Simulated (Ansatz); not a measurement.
Bi:

```
Bi
1.0
    -1.98143    1.98143    1.98143
     1.98143   -1.98143    1.98143
     1.98143    1.98143   -1.98143
Bi
1
Direct
  0.00000 0.00000 0.00000
```

This isn't the form of Bi at room conditions, which is rhombohedral.

```yaml
Program: Ansatz 0.2.0
Task: relaxation of cell and atoms
Functional: LDA
Potentials_or_basis: Ansatz PAW
Cutoff: "420 eV (not typed: the program's choice for these potentials)"
k_mesh: 9 × 9 × 9
Occupations: fermi-dirac, width 0.05 eV
Spin: no spin polarisation
```

At the start: volume 31.12 Å³/atom.

Task: How do energy, volume and symmetry change on relaxing?

Result: It ends after 5 steps and the volume is 29.35 Å³/atom (-5.7 %); space group Im-3m (No. 229, to 0.05 Å).

The path:
```csv
step,energy change (eV),largest force (eV/Å),volume (Å³)
1,0.0000,0.0000,31.12
2,-0.0180,0.0000,28.85
3,-0.0195,0.0000,29.38
4,-0.0195,0.0000,29.35
5,-0.0192,0.0000,29.35
```

Final structure:
```cif
data_structure
_symmetry_space_group_name_H-M 'P 1'
_symmetry_Int_Tables_number 1
_cell_length_a 3.3655
_cell_length_b 3.3655
_cell_length_c 3.3655
_cell_angle_alpha 109.471
_cell_angle_beta 109.471
_cell_angle_gamma 109.471
_cell_volume 29.35
loop_
_atom_site_label
_atom_site_type_symbol
_atom_site_fract_x
_atom_site_fract_y
_atom_site_fract_z
_atom_site_occupancy
Bi1 Bi 0.00000 0.00000 0.00000 1
```

Caveat: the plane-wave basis is chosen anew once the cell has moved, so the energies of steps on either side of that aren't comparable; the PAW data sets come from PBE, with cores solved anew for the run's functional, which leaves a small shift of forces and pressure.
